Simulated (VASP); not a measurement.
Output of a VASP run:

### OUTCAR
```
 ion  position               nearest neighbor table
   1  0.000  0.000  0.000-   3 1.95   6 1.95   5 1.96   4 1.96   4 1.96   5 1.96   2 3.55   2 3.55
                             2 3.55   2 3.55   2 3.55   2 3.55   2 3.55   2 3.55
   2  0.500  0.500  0.500-   4 1.95   5 1.95   3 1.96   6 1.96   3 1.96   6 1.96   1 3.55   1 3.55
                             1 3.55   1 3.55   1 3.55   1 3.55   1 3.55   1 3.55
   3  0.303  0.303  0.000-   1 1.95   2 1.96   2 1.96
   4  0.803  0.197  0.500-   2 1.95   1 1.96   1 1.96
   5  0.197  0.803  0.500-   2 1.95   1 1.96   1 1.96
   6  0.697  0.697  0.000-   1 1.95   2 1.96   2 1.96
  LATTYP: Found a simple tetragonal cell.
 ALAT       =     4.5437132447
 C/A-ratio  =     0.6595948420
 Subroutine PRICEL returns:
 Original cell was already a primitive cell.
 Subroutine GETGRP returns: Found 16 space group operations
The static configuration has the point symmetry D_2h.
 The point group associated with its full space group is D_4h.
The dynamic configuration has the point symmetry D_2h.
 Subroutine INISYM returns: Found 16 space group operations
 Subroutine IBZKPT returns following result:
 Found     24 irreducible k-points:

 Following reciprocal coordinates:
            Coordinates               Weight
  0.000000  0.000000  0.000000      1.000000
  0.200000  0.000000  0.000000      4.000000
  0.400000  0.000000  0.000000      4.000000
  0.200000  0.200000  0.000000      4.000000
  0.400000  0.200000  0.000000      8.000000
  0.400000  0.400000  0.000000      4.000000
  0.000000  0.000000  0.142857      2.000000
  0.200000  0.000000  0.142857      8.000000
  0.400000  0.000000  0.142857      8.000000
  0.200000  0.200000  0.142857      8.000000
  0.400000  0.200000  0.142857     16.000000
  0.400000  0.400000  0.142857      8.000000
  0.000000  0.000000  0.285714      2.000000
  0.200000  0.000000  0.285714      8.000000
  0.400000  0.000000  0.285714      8.000000
  0.200000  0.200000  0.285714      8.000000
  0.400000  0.200000  0.285714     16.000000
  0.400000  0.400000  0.285714      8.000000
  0.000000  0.000000  0.428571      2.000000
  0.200000  0.000000  0.428571      8.000000
  0.400000  0.000000  0.428571      8.000000
  0.200000  0.200000  0.428571      8.000000
  0.400000  0.200000  0.428571     16.000000
  0.400000  0.400000  0.428571      8.000000
   k-points           NKPTS =     24   k-points in BZ     NKDIM =     24   number of bands    NBANDS=     20
   number of dos      NEDOS =    301   number of ions     NIONS =      6
   total plane-waves  NPLWV =  31104
   dimension x,y,z NGX =    36 NGY =   36 NGZ =   24
   dimension x,y,z NGXF=    72 NGYF=   72 NGZF=   48
   ions per type =               2   4
   PREC   = accura    normal or accurate (medium, high low for compatibility)
   ISTART =      0    job   : 0-new  1-cont  2-samecut
   ICHARG =      2    charge: 1-file 2-atom 10-const
   ISPIN  =      1    spin polarized calculation?
   LNONCOLLINEAR =      F non collinear calculations
   LSORBIT =      F    spin-orbit coupling
   INIWAV =      1    electr: 0-lowe 1-rand  2-diag
   ENCUT  =  520.0 eV  38.22 Ry    6.18 a.u.   8.45  8.45  5.57*2*pi/ulx,y,z
   NELM   =    100;   NELMIN=  2; NELMDL= -5     # of ELM steps
   EDIFF  = 0.1E-06   stopping-criterion for ELM
   LREAL  =      F    real-space projection
   NLSPLINE    = F    spline interpolate recip. space projectors
   LMAXMIX     =    2 max onsite mixed and CHGCAR
   VOSKOWN=      0    Vosko Wilk Nusair interpolation
   EDIFFG = -.1E-01   stopping-criterion for IOM
   NSW    =     30    number of steps for IOM
   NBLOCK =      1;   KBLOCK =     30    inner block; outer block
   IBRION =      2    ionic relax: 0-MD 1-quasi-New 2-CG
   NFREE  =      1    steps in history (QN), initial steepest desc. (CG)
   ISIF   =      4    stress and relaxation
   ISYM   =      2    0-nonsym 1-usesym 2-fastsym
   TEIN   =    0.0    initial temperature
   TEBEG  =    0.0;   TEEND  =   0.0 temperature during run
   SMASS  =  -3.00    Nose mass-parameter (am)
   PSTRESS=    0.0 pullay stress
   NELECT =      32.0000    total number of electrons
...
```

### OSZICAR
```
...
DAV:   8    -0.468818740603E+02   -0.23908E+00   -0.12864E-02  1136   0.126E+00    0.271E+00
DAV:   9    -0.457187771706E+02    0.11631E+01   -0.52496E-01   988   0.863E+00    0.143E+00
DAV:  10    -0.469692503575E+02   -0.12505E+01   -0.68823E-01   960   0.779E+00    0.274E-01
DAV:  11    -0.469649374832E+02    0.43129E-02   -0.36875E-03  1120   0.578E-01    0.280E-01
DAV:  12    -0.469919830553E+02   -0.27046E-01   -0.39735E-03   984   0.815E-01    0.203E-01
DAV:  13    -0.470251247203E+02   -0.33142E-01   -0.99468E-03   960   0.106E+00    0.253E-01
DAV:  14    -0.470429035712E+02   -0.17779E-01   -0.47280E-03   960   0.878E-01    0.345E-01
DAV:  15    -0.470444003823E+02   -0.14968E-02   -0.72404E-04  1052   0.356E-01    0.299E-01
DAV:  16    -0.470440683604E+02    0.33202E-03   -0.23248E-04   992   0.173E-01    0.241E-01
DAV:  17    -0.470437693124E+02    0.29905E-03   -0.36434E-04  1004   0.164E-01    0.155E-01
DAV:  18    -0.470437354819E+02    0.33831E-04   -0.36411E-05  1088   0.570E-02    0.124E-01
DAV:  19    -0.470436651737E+02    0.70308E-04   -0.18835E-04   968   0.122E-01    0.554E-02
DAV:  20    -0.470436526190E+02    0.12555E-04   -0.53828E-05   996   0.691E-02    0.195E-02
DAV:  21    -0.470436565132E+02   -0.38942E-05   -0.17670E-06  1076   0.156E-02    0.233E-02
DAV:  22    -0.470436564052E+02    0.10798E-06   -0.88967E-06   992   0.264E-02    0.658E-03
DAV:  23    -0.470436580456E+02   -0.16404E-05   -0.10442E-06   992   0.105E-02    0.175E-03
DAV:  24    -0.470436580256E+02    0.19991E-07   -0.18618E-08   688   0.190E-03
   1 F= -.47043658E+02 E0= -.47043658E+02  d E =-.470437E+02
       N       E                     dE             d eps       ncg     rms          rms(c)
DAV:   1    -0.470441135606E+02   -0.45551E-03   -0.31592E-01   960   0.530E+00    0.138E-01
DAV:   2    -0.470440115408E+02    0.10202E-03   -0.82424E-03   960   0.814E-01    0.808E-02
DAV:   3    -0.470442038352E+02   -0.19229E-03   -0.63778E-04   992   0.340E-01    0.371E-02
DAV:   4    -0.470442103234E+02   -0.64882E-05   -0.38212E-04   960   0.277E-01    0.501E-03
DAV:   5    -0.470442297690E+02   -0.19446E-04   -0.32017E-04   968   0.252E-01    0.538E-03
DAV:   6    -0.470442432843E+02   -0.13515E-04   -0.29094E-05  1008   0.780E-02    0.405E-03
DAV:   7    -0.470442495283E+02   -0.62441E-05   -0.15785E-06  1072   0.144E-02    0.212E-03
DAV:   8    -0.470442507110E+02   -0.11827E-05   -0.30800E-06   972   0.243E-02    0.331E-04
DAV:   9    -0.470442512424E+02   -0.53135E-06   -0.40922E-07   980   0.849E-03    0.171E-04
DAV:  10    -0.470442512354E+02    0.69572E-08   -0.18290E-08   660   0.154E-03
   2 F= -.47044251E+02 E0= -.47044251E+02  d E =-.593210E-03
       N       E                     dE             d eps       ncg     rms          rms(c)
DAV:   1    -0.470442737782E+02   -0.22536E-04   -0.26148E-02   960   0.152E+00    0.396E-02
DAV:   2    -0.470442674979E+02    0.62803E-05   -0.67822E-04   960   0.233E-01    0.233E-02
DAV:   3    -0.470442819134E+02   -0.14415E-04   -0.52761E-05   992   0.978E-02    0.107E-02
DAV:   4    -0.470442817323E+02    0.18108E-06   -0.31746E-05   960   0.798E-02    0.145E-03
DAV:   5    -0.470442845245E+02   -0.27922E-05   -0.27832E-05   968   0.744E-02    0.155E-03
DAV:   6    -0.470442847807E+02   -0.25626E-06   -0.28419E-06   996   0.245E-02    0.116E-03
DAV:   7    -0.470442854642E+02   -0.68350E-06   -0.17230E-07   684   0.498E-03    0.530E-04
DAV:   8    -0.470442854410E+02    0.23264E-07   -0.23037E-07   620   0.657E-03
   3 F= -.47044285E+02 E0= -.47044285E+02  d E =-.627415E-03
```

File OUTCAR:
```
------------------------ aborting loop because EDIFF is reached ----------------------------------------
  FORCE on cell =-STRESS in cart. coord.  units (eV):
  Direction    XX          YY          ZZ          XY          YZ          ZX
  --------------------------------------------------------------------------------------
  Total        1.4057569      1.4057569      1.4092815      0.0000000      0.0000000      0.0000000
  in kB       36.4007888     36.4007888     36.4920567      0.0000000      0.0000000      0.0000000
  external PRESSURE =      36.4312115 kB  Pullay stress =       0.0000000 kB
  volume of cell :       61.87
      direct lattice vectors                 reciprocal lattice vectors
     4.540532553  0.000000000  0.000000000     0.220238483  0.000000000  0.000000000
    -0.000000000  4.540532553  0.000000000     0.000000000  0.220238483  0.000000000
     0.000000000  0.000000000  3.001210166     0.000000000  0.000000000  0.333198925
 POSITION                                       TOTAL-FORCE (eV/Angst)
 -----------------------------------------------------------------------------------
      0.00000      0.00000      0.00000         0.000000      0.000000      0.000000
      2.27027      2.27027      1.50061         0.000000      0.000000      0.000000
      1.37263      1.37263      0.00000        -0.000153     -0.000153     -0.000000
      3.64290      0.89763      1.50061        -0.000153      0.000153      0.000000
      0.89763      3.64290      1.50061         0.000153     -0.000153      0.000000
      3.16790      3.16790      0.00000         0.000153      0.000153      0.000000
 -----------------------------------------------------------------------------------
    total drift:                                0.000000     -0.000000      0.000000
  FREE ENERGIE OF THE ION-ELECTRON SYSTEM (eV)
  ---------------------------------------------------
  free  energy   TOTEN  =       -47.0442854410 eV

  energy  without entropy=      -47.0442854410  energy(sigma->0) =      -47.04428544

 reached required accuracy - stopping structural energy minimisation
```
(Selected blocks of OUTCAR.)

File POSCAR:
```
MgF2
1
    4.5437132447     0.0000000000     0.0000000000
    0.0000000000     4.5437132447     0.0000000000
    0.0000000000     0.0000000000     2.9970098197
Mg F
2 4
Direct
  0.0000000000   0.0000000000   0.0000000000
  0.5000000000   0.5000000000   0.5000000000
  0.3029040303   0.3029040303   0.0000000000
  0.8029040303   0.1970959697   0.5000000000
  0.1970959697   0.8029040303   0.5000000000
  0.6970959697   0.6970959697   0.0000000000
```

Question: Write an INCAR and KPOINTS that could have produced this output.

Answer: One answer among several that fit: the input of the run itself, SCAN meta-GGA, plane waves, VASP's PBE PAW potentials (set 64).

KPOINTS:
```
Automatic mesh
0
gamma
 5 5 7
```

**INCAR**
```
SYSTEM = MgF2
PREC = Accurate
ENCUT = 520
EDIFF = 1E-7
NELM = 100
ALGO = Normal
LREAL = .FALSE.
LASPH = .TRUE.
ISMEAR = 0
SIGMA = 0.05
METAGGA = SCAN
LMIXTAU = .TRUE.
LWAVE = .FALSE.
LCHARG = .FALSE.
ISIF = 4
IBRION = 2
NSW = 30
EDIFFG = -0.01
```

POTCAR, in this order: Mg F (PBE.64 set). Program: vasp_std.

The compound is MgF2 in the rutile structure. This cell is one point of a volume scan, at 0.97 of the reference volume. Symmetry was kept, so distortions that lower it aren't found.
